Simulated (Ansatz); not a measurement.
Crystal: CuCl, zinc blende type, 2 atoms in the cell.

Computed with HSE06, plane waves, PAW datasets (earlier set, tuned by hand) (Ansatz 0.2.0 development build).

Cutoff 700 eV; exchange singularity: regularized; k-mesh 4×4×4 Γ-centred; Fermi–Dirac smearing of 0.05 eV; no spin polarisation.

(1) What equilibrium volume, lattice constant and bulk modulus does this give?

Results:

(1) V₀ = 20.273 Å³/atom (a₀ = 5.453 Å), B₀ = 45.7 GPa, B₀′ = 5.02. The points behind the fit:

```json
{"V (Å³/atom)": "18.310", "a (Å)": "5.2714", "E − E(min) (meV/atom)": "33.05", "P (GPa)": "6.02"}
{"V (Å³/atom)": "18.907", "a (Å)": "5.3281", "E − E(min) (meV/atom)": "14.89", "P (GPa)": "3.80"}
{"V (Å³/atom)": "19.504", "a (Å)": "5.3836", "E − E(min) (meV/atom)": "4.28", "P (GPa)": "1.94"}
{"V (Å³/atom)": "20.102", "a (Å)": "5.4380", "E − E(min) (meV/atom)": "0.00", "P (GPa)": "0.40"}
{"V (Å³/atom)": "20.699", "a (Å)": "5.4913", "E − E(min) (meV/atom)": "1.00", "P (GPa)": "-0.90"}
```

The stress includes the program's correction for the finite plane-wave basis.

The k-mesh is coarse, so these values belong to this mesh and can lie far from the converged ones. Spin polarisation is left out, and a magnetic state may lie lower.
